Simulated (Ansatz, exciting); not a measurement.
This is a calculation of Zn for exciting (release sodium). The given cell was strained at random by a few per cent at fixed volume. This isn't the form of Zn at room conditions, which is hcp.

The input input.xml:

```xml
<input>
  <title>Zn</title>
  <structure speciespath="./" tshift="false">
    <crystal scale="1">
      <basevect>0.007534338059 3.788084518189 3.717121522757</basevect>
      <basevect>3.697538290927 -0.008157947680 3.732813808496</basevect>
      <basevect>3.642282699043 3.748519322318 0.047097644204</basevect>
    </crystal>
    <species speciesfile="Zn.xml" rmt="2">
      <atom coord="-0.027773000000 0.011558000000 0.010019000000"/>
    </species>
  </structure>
  <groundstate do="fromscratch" ngridk="12 12 12" rgkmax="9" gmaxvr="14" lmaxapw="10" lmaxmat="10" lmaxvr="8" xctype="GGA_PBE_SOL" stype="Fermi Dirac" swidth="0.00183747" nempty="8" ValenceRelativity="iora*" epsengy="1e-05" epspot="1e-05" maxscl="60" tforce="true" outputlevel="normal"/>
  <properties>
    <chargedensityplot>
      <plot3d>
        <box grid="15 14 14">
          <origin coord="0 0 0"/>
          <point coord="1 0 0"/>
          <point coord="0 1 0"/>
          <point coord="0 0 1"/>
        </box>
      </plot3d>
    </chargedensityplot>
    <elfplot>
      <plot3d>
        <box grid="15 14 14">
          <origin coord="0 0 0"/>
          <point coord="1 0 0"/>
          <point coord="0 1 0"/>
          <point coord="0 0 1"/>
        </box>
      </plot3d>
    </elfplot>
    <exccplot>
      <plot3d>
        <box grid="15 14 14">
          <origin coord="0 0 0"/>
          <point coord="1 0 0"/>
          <point coord="0 1 0"/>
          <point coord="0 0 1"/>
        </box>
      </plot3d>
    </exccplot>
  </properties>
</input>
```

Potentials or basis: all-electron LAPW+lo, shipped species files, valence relativity iora*.

Run with:

```sh
$ OMP_NUM_THREADS=1 exciting_smp
```

**Question.** Translate it to Ansatz 0.2.0. Potentials or basis there: Ansatz PAW, cutoff 420 eV.

**Answer.** As run (cutoffs and basis follow the program's own potentials, and thresholds, step limits or extra output files can differ):

input.yaml

```yaml
crystal:
  lattice:
    - [0.003987, 2.004568, 1.967016]
    - [1.956653, -0.004317, 1.97532]
    - [1.927413, 1.983631, 0.024923]
  atoms:
    - { symbol: Zn, position: [-0.027773, 0.011558, 0.010019] }
hamiltonian:
  xc: pbesol
  pseudopotentials: { kind: paw }
kpoints:
  mp_grid: { grid: [12, 12, 12] }
scf:
  occupations: { method: fermi_dirac, width: 0.05 }
output:
  forces: true
  stress: true
  eigenvalues: true
  write_density: true
  write_potential: true
  elf: true
  volumetric_format: npy
```

Potentials or basis: Ansatz PAW.

Launch:

```console
$ ansatz run input.yaml --threads 1 --pin off --max-ram 3584MiB --backend cpu --events-out ev --progress --plain --runs-dir out
```

Both were run:

|  | exciting | Ansatz |
| --- | --- | --- |
| Energy over the undisturbed cell | 0.0 meV/atom | -0.1 meV/atom |

Ansatz's potentials were made for PBE.

Where Ansatz's input types no cutoff or centring, it takes its own default and a Γ-centred mesh.

The undisturbed cell isn't at this level's minimum, so the move can lower the energy.
